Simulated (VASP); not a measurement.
Ni:

```
CELL_PARAMETERS angstrom
2.48875 0.00000 0.00000
-1.24437 2.15532 0.00000
0.00000 0.00000 4.06412
ATOMIC_POSITIONS crystal
Ni 0.33333 0.66667 0.25000
Ni 0.66667 0.33333 0.75000
```

This isn't the form of Ni at room conditions, which is fcc.

- Program: VASP 6.6.1
- Task: relaxation of cell and atoms
- Functional: PBEsol
- Potentials or basis: VASP PAW PBE potentials, release 64 (Ni)
- Cutoff: 580 eV
- k mesh: 21 × 21 × 10
- Occupations: gaussian, width 0.1 eV
- Spin: collinear spin, ferromagnetic start
- Starting moments: [1.0, 1.0] μB

At the start: pressure -9.3 GPa; volume 10.90 Å³/atom.

Task: How do energy, volume and symmetry change on relaxing?

Result: Over 11 steps the energy falls by 15.2 meV/atom and the volume is 10.40 Å³/atom (-4.6 %); space group P6_3/mmc (No. 194, to 0.05 Å); moment 1.24 μB per cell.

Step by step:
```
step  energy change (eV)  largest force (eV/Å)  pressure (GPa)  volume (Å³)
   1              0.0000                0.0000           -9.32        21.80
   2              0.0027                0.0000           11.75        19.86
   3             -0.0303                0.0000           -0.07        20.81
   4             -0.0303                0.0000            0.15        20.79
   5             -0.0305                0.0000            0.15        20.79
   6             -0.0305                0.0000            0.14        20.79
   7             -0.0305                0.0000            0.14        20.79
   8             -0.0305                0.0000            0.14        20.79
   9             -0.0305                0.0000            0.14        20.79
  10             -0.0305                0.0000           -0.14        20.82
  11             -0.0305                0.0000            0.01        20.81
```

Final structure:
```
Ni
1.0
     2.44538    0.00000    0.00000
    -1.22269    2.11777    0.00000
     0.00000    0.00000    4.01762
Ni
2
Cartesian
  0.0000 1.4118 1.0044
  1.2227 0.7059 3.0132
```

Caveat: the PAW data sets were made with another functional, which shifts forces and pressure a little.
